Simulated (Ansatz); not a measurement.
Consider AlSb in the zinc blende structure (space group F-43m, No. 216).

```
AlSb
1.0
    0.00000     3.08862     3.08862
    3.08862     0.00000     3.08862
    3.08862     3.08862     0.00000
Sb Al
1 1
Direct
  0.75000   0.75000   0.75000
  0.00000   0.00000   0.00000
```

Cartesian axes are those of the cell as printed.

The values are results of r2SCAN, PAW, 500 eV (Ansatz, a quantum-chemistry and plane-wave program; scalar-relativistic without spin-orbit coupling), not measurements.

Free-standing slabs (2 atom(s) a layer) normal to [110] with 15 Å of vacuum; in-plane cell held at bulk.

One change was made to it. Results:

The band gap drops by 0.671 eV to 0.83 eV; the gap character comes out as indirect, Γ → X; the excess energy per area of both faces (slab less bulk energy over the cell's area: twice a surface energy) comes out as 1.31 J/m².

### Question
Which change produced these results?
(A) 3 layers
(B) 2 layers
(C) 5 layers

### Answer
C, 5 layers. For comparison, the band gap in the other runs: 2 layers gives 1.73 eV; 3 layers gives 0.30 eV.

Slab and bulk use different k-meshes, which limits the precision of the excess energy. With Sb present, leaving out spin-orbit coupling can change the band edges. No phonon test of stability was made. Labels are those of the standard path for the cell's own space group.
